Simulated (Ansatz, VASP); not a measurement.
# Mo: VASP beside Ansatz

```
Mo
1.0
     4.48971    0.00000    0.00000
     0.00000    4.48971    0.00000
     0.00000    0.00000   23.34941
Mo
10
Cartesian
  0.0000 2.2449 8.5000
  2.2449 0.0000 8.5000
  0.0000 0.0000 10.0874
  2.2449 2.2449 10.0874
  0.0000 2.2449 11.6295
  2.2449 0.0000 11.6295
  0.0000 0.0000 13.2891
  2.2449 2.2449 13.2891
  0.0000 2.2449 14.6627
  2.2449 0.0000 14.6627
```

Alike in both runs: functional RPBE; k mesh 7 × 7 × 1; occupations gaussian, width 0.1 eV; no spin polarisation.

Ansatz relaxed the structure, and its values are those at the end. VASP's run is a single point on that final structure, the one shown.

```csv
,VASP,Ansatz
version,VASP 6.6.1,Ansatz 0.2.0
potentials or method,"VASP PAW PBE potentials, release 64 (Mo_sv)","scalar-relativistic, plane waves, PAW"
plane-wave cutoff (eV),520,420
valence electrons in the cell,140,140
```

|  | VASP | Ansatz | Ansatz less VASP |
| --- | --- | --- | --- |
| gap on the k mesh at the Fermi level (eV) | none | none | - |
| rms of the force components (eV/Å) | 0.395 | 0.398 | +0.0025 |
| work function, face that differs most (eV) | 3.70 | 3.70 | +0.001 |

A gap of «none» marks a metal or a gap that the smearing closes. Ansatz warned: «xc_potential_rough_in_thin_density».

Caveats: the PAW data sets were made with another functional, which shifts forces and pressure a little (VASP).
